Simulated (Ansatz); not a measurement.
# Ti: response to strain

Ti is deformed so: equal xx and yy strain of +1 %. What stress and forces result, by LAPW, PAW and all-electron datasets made for the crystal?

Program: Ansatz 0.2.0. Level of theory: DFT PBE, scalar-relativistic. These are calculated values, not measurements.

### 1 The starting structure

The structure is hexagonal, space group P6_3/mmc (No. 194). The conventional cell has a = 2.950 Å, b = 2.950 Å, c = 4.686 Å, α = 90.00°, β = 90.00°, γ = 120.00°. Ti (site symmetry -6m2) is surrounded by 12 Ti at 2.90 to 2.95 Å.

Structure file:

```xyz
2
Lattice="2.9500 0.0000 0.0000 -1.4750 2.5548 0.0000 0.0000 0.0000 4.6860" Properties=species:S:1:pos:R:3 pbc="T T T"
Ti    0.0000    1.7032    1.1715
Ti    1.4750    0.8516    3.5145
```

Atoms are numbered in the order of the input: Ti1, Ti2.

### 2 After the deformation

Space group P6_3/mmc before, P6_3/mmc after.

### 3 All-electron LAPW

File input.yaml:

```yaml
crystal:
  lattice:
    - [2.979497839, 0.0, 0.0]
    - [-1.4897489195, 2.5803208191, 0.0]
    - [0.0, 0.0, 4.686]
  atoms:
    - { symbol: Ti, position: [0.3333333333, 0.6666666667, 0.25] }
    - { symbol: Ti, position: [0.6666666667, 0.3333333333, 0.75] }
kpoints:
  mp_grid: { grid: [13, 13, 7] }
  band_path:
    path:
      - [0.0, 0.0, 0.0]
      - [0.5, 0.0, 0.0]
      - [0.3333333333, 0.3333333333, 0.0]
      - [0.0, 0.0, 0.0]
      - [0.0, 0.0, 0.5]
      - [0.5, 0.0, 0.5]
      - [0.3333333333, 0.3333333333, 0.5]
      - [0.0, 0.0, 0.5]
      - [0.5, 0.0, 0.5]
    npoints: 5
scf:
  occupations: { method: fermi_dirac, width: 0.08 }
hamiltonian:
  xc: pbe
  pseudopotentials: { kind: all_electron, lapw: { basis_error: 0.0005 } }
output:
  forces: true
  stress: true
  eigenvalues: true
```

On the command line:

```bash
> ansatz run input.yaml --threads 1 --pin off --max-ram 3072MiB --backend cpu --events-out ev --progress --plain --runs-dir out
```

Log, shortened:

```text
LAPW: plane waves up to 7.852 Å⁻¹, error target 5.0e-4 eV per atom; small_component_spin mean_spin; Ti in spheres of 1.453 Å, 12 of its electrons in bands, Dirac shells []
[...]
Pseudopotentials: kind: all_electron
Pseudopotential: Ti, LAPW, valence charge 12, Koelling and Harmon's equation, gaussian nucleus
Functional definition: PBE
[...]
Crystal: 2 atoms, lattice volume = 36.026 Å³
Basis set: ecut = 234.90984296689794 eV, 299 PW (Γ), exchange–correlation at level 2
Bands: 16, of which v1, the nominal top of the filled ones, is band 12 counted from 1 (11 counted from 0)
Symmetry: 24 space group operations
Space group: P63/mmc (ITA 194), of the structure as read, at distance tolerance 3.3e-5 Å
k-points: 84 of 1183
[...]
SCF iter   1: F=—  HF=-46467.045203 eV  |F-HF|=—  |Δ(HF+E_count)|=         —  Δρ=2.56e-2  dr2=1.77e-1  ethr=7.30e-4  ⟨swp⟩=2.7  Hψ=9565  notcnv=0
[...]
the basis was enlarged: its passes take 341.7 KiB over the memory plan, 1 of 1 planned eigensolver slots
[...]
SCF iter   6: F=-46466.669780 eV  HF=-46466.669780 eV  |F-HF|=3.19e-8  |Δ(HF+E_count)|=   2.12e-6  Δρ=8.02e-6  dr2=1.96e-8  ethr=9.19e-9  ⟨swp⟩=3.0  Hψ=4560  notcnv=0
[...]
NSCF: frozen V_eff on 41 k-points
SCF converged after 6 iterations
Free energy (F): -46466.669780 eV
[...]
E sigma→0 (E₀):  -46466.645123 eV
Entropy (-TS):   -0.049314 eV (-24.657 meV/atom)
Fermi energy:    13.206143 eV
[...]
--- Forces (eV/Å), atoms counted from 1 ---
  atom   1  Ti    -0.00000000    -0.00000000     0.00000000
  atom   2  Ti    -0.00000000     0.00000000     0.00000000
[...]
--- Stress (GPa, compression-positive) ---
       -3.801898       0.000000       0.000000
        0.000000      -3.801898       0.000000
        0.000000       0.000000      -3.178317
  P = ⅓ Tr σ = -3.5940 GPa (-35.940 kbar)
--- Band table (eV; the first three rows and the last of 84) ---
  k-point 0: bands = ["-43.6645", "-43.5425", "-20.2310", "-19.6604", "-19.6604", "-19.5899", "-19.5663", "-19.5663", "7.1124", "10.6240", "13.9482", "13.9630", "13.9630", "14.1221", "14.4475", "14.4475"]
[...]
```

It took 6.5 s on 1 thread of Intel Xeon 6975P-C (Granite Rapids), shared host; peak memory 0.36 GiB.

In short: pressure -3.59 GPa; no gap.

### 4 Frozen-core PAW

File input.yaml:

```yaml
crystal:
  lattice:
    - [2.979497839, 0.0, 0.0]
    - [-1.4897489195, 2.5803208191, 0.0]
    - [0.0, 0.0, 4.686]
  atoms:
    - { symbol: Ti, position: [0.3333333333, 0.6666666667, 0.25] }
    - { symbol: Ti, position: [0.6666666667, 0.3333333333, 0.75] }
kpoints:
  mp_grid: { grid: [13, 13, 7] }
scf:
  occupations: { method: fermi_dirac, width: 0.08 }
hamiltonian:
  xc: pbe
  pseudopotentials: { kind: paw }
output:
  forces: true
  stress: true
  eigenvalues: true
  efg: { contact_densities: true }
```

On the command line:

```bash
> ansatz run input.yaml --threads 1 --pin off --max-ram 3072MiB --backend cpu --events-out ev --progress --plain --runs-dir out
```

Log, shortened:

```text
[...]
Pseudopotentials: kind: paw
Pseudopotential: Ti, paw, valence charge 12, recommended cutoff 420 eV (normal)
[... 1 set-up line as earlier in the session ...]
[...]
Crystal: 2 atoms, lattice volume = 36.026 Å³
Basis set: ecut = 420 eV, 687 PW (Γ), exchange–correlation on 40×40×64 points (8 copies of the dense FFT grid, shifted against one another)
Bands: 16, of which v1, the nominal top of the filled ones, is band 12 counted from 1 (11 counted from 0)
[... 2 set-up lines as earlier in the session ...]
k-points: 84 of 1183
[...]
SCF iter   1: F=—  HF=-4999.342246 eV  |F-HF|=—  |Δ(HF+E_count)|=         —  Δρ=4.58e-3  dr2=3.76e-3  ethr=1.77e-3  ⟨swp⟩=3.8  Hψ=5477  notcnv=0
[...]
  atom   1  Ti    -0.00000000    -0.00000000     0.00000000
  atom   2  Ti     0.00000000     0.00000000     0.00000000
[...]
--- Stress (GPa, compression-positive) ---
       -3.788958       0.000000       0.000000
        0.000000      -3.788958       0.000000
        0.000000       0.000000      -3.168384
  P = ⅓ Tr σ = -3.5821 GPa (-35.821 kbar)
--- PAW observables at the nuclei: V_zz in 10²¹ V/m², potentials from the cell's mean, atoms counted from 1 ---
  atom   1  Ti V_zz =    +1.921530   η = 0.0000   by run symmetry: allowed
            electrostatic potential = -2530.532116 V   contact ρ = 56791.120398 e/Å³
  atom   2  Ti V_zz =    +1.921530   η = 0.0000   by run symmetry: allowed
            electrostatic potential = -2530.532116 V   contact ρ = 56791.120398 e/Å³
--- Band table (eV; the first three rows and the last of 84) ---
  k-point 0: bands = ["-44.0608", "-43.9387", "-20.6277", "-20.0559", "-20.0559", "-19.9863", "-19.9618", "-19.9618", "6.7139", "10.2262", "13.5513", "13.5651", "13.5651", "13.7237", "14.0498", "14.0498"]
[...]
```

It took 1.6 s on 1 thread of Intel Xeon 6975P-C (Granite Rapids), shared host; peak memory 0.4 GiB.

Read from it: pressure -3.58 GPa; no gap; Vzz Ti1 1.92 (η = 0.00) (10²¹ V/m²).

### 5 All-electron PAW on datasets made for the crystal

Edit input.yaml of step 4 so:

```diff
@@ -14,3 +14,3 @@
   xc: pbe
-  pseudopotentials: { kind: paw }
+  pseudopotentials: { kind: all_electron, datasets: crystal }
 output:
```

On the command line:

```bash
> ansatz run input.yaml --threads 1 --pin off --max-ram 3072MiB --backend cpu --events-out ev --progress --plain --runs-dir out
```

Log, shortened:

```text
[...]
band count auto-derived: 13 (N_el = 8.0; filled up to band 4; 8 by the electrons, moments and atoms)
[...]
[... 1 set-up line as earlier in the session ...]
Pseudopotential: Ti, paw, valence charge 12, recommended cutoff 260 eV (normal), Koelling and Harmon's equation, gaussian nucleus
[... 1 set-up line as earlier in the session ...]
[...]
Crystal: 2 atoms, lattice volume = 36.026 Å³
Basis set: ecut = 260 eV, 313 PW (Γ), exchange–correlation on 32×32×50 points (8 copies of the dense FFT grid, shifted against one another)
Bands: 13, of which v1, the nominal top of the filled ones, is band 4 counted from 1 (3 counted from 0)
[... 2 set-up lines as earlier in the session ...]
k-points: 84 of 1183
[...]
SCF iter   1: F=—  HF=-46467.154763 eV  |F-HF|=—  |Δ(HF+E_count)|=         —  Δρ=6.13e-2  dr2=1.43e0  ethr=1.79e-2  ⟨swp⟩=2.1  Hψ=6767  notcnv=0
[...]
  atom   1  Ti     0.00000000    -0.00000000     0.00000000
  atom   2  Ti     0.00000000     0.00000000     0.00000000
[...]
--- Stress (GPa, compression-positive) ---
       -3.802133       0.000000       0.000000
        0.000000      -3.802133       0.000000
        0.000000       0.000000      -3.177864
  P = ⅓ Tr σ = -3.5940 GPa (-35.940 kbar)
  It holds what live shells' own plane waves past their cutoff add
--- PAW observables at the nuclei: V_zz in 10²¹ V/m², potentials from the cell's mean, atoms counted from 1 ---
  atom   1  Ti V_zz =    +1.888576   η = 0.0000   by run symmetry: allowed
            electrostatic potential = -2530.453966 V   contact ρ = 56838.520952 e/Å³
  atom   2  Ti V_zz =    +1.888576   η = 0.0000   by run symmetry: allowed
            electrostatic potential = -2530.453966 V   contact ρ = 56838.520952 e/Å³
--- Band table (eV; the first three rows and the last of 84) ---
  k-point 0: bands = ["7.1124", "10.6240", "13.9483", "13.9629", "13.9629", "14.1221", "14.4474", "14.4474", "14.7501", "14.7501", "16.2400"]
[...]
```

Wall time 3.8 s (1 thread of Intel Xeon 6975P-C (Granite Rapids), shared host); peak memory 0.43 GiB.

In short: pressure -3.59 GPa; no gap; Vzz Ti1 1.89 (η = 0.00) (10²¹ V/m²).

### 6 Stress and forces compared

Stress (GPa, compression positive):

```tsv
method	xx	yy	zz	yz	xz	xy
LAPW	-3.80	-3.80	-3.18	0.00	0.00	0.00
PAW	-3.79	-3.79	-3.17	0.00	0.00	0.00
crystal datasets	-3.80	-3.80	-3.18	0.00	0.00	0.00
```

```
          method  pressure (GPa)  Vzz Ti1 (10²¹ V/m²)  SCF cycles, all passes
            LAPW           -3.59                    –                       6
             PAW           -3.58                 1.92                       6
crystal datasets           -3.59                 1.89                       7
```

### 7 What came out

```
                                 quantity                                              value
                                 pressure  LAPW -3.59, PAW -3.58, crystal datasets -3.59 GPa
largest shear or deviatoric stress (LAPW)                                           0.42 GPa
```

What this shows: The largest part of the stress beyond the pressure is 0.42 GPa in size, in the zz component; the atoms are carried along and not relaxed. No run of the undeformed cell stands beside it, so the pressure holds what the given cell had before the change. PAW: stress within 0.01 GPa of LAPW. Crystal datasets: stress within 0.01 GPa of LAPW.
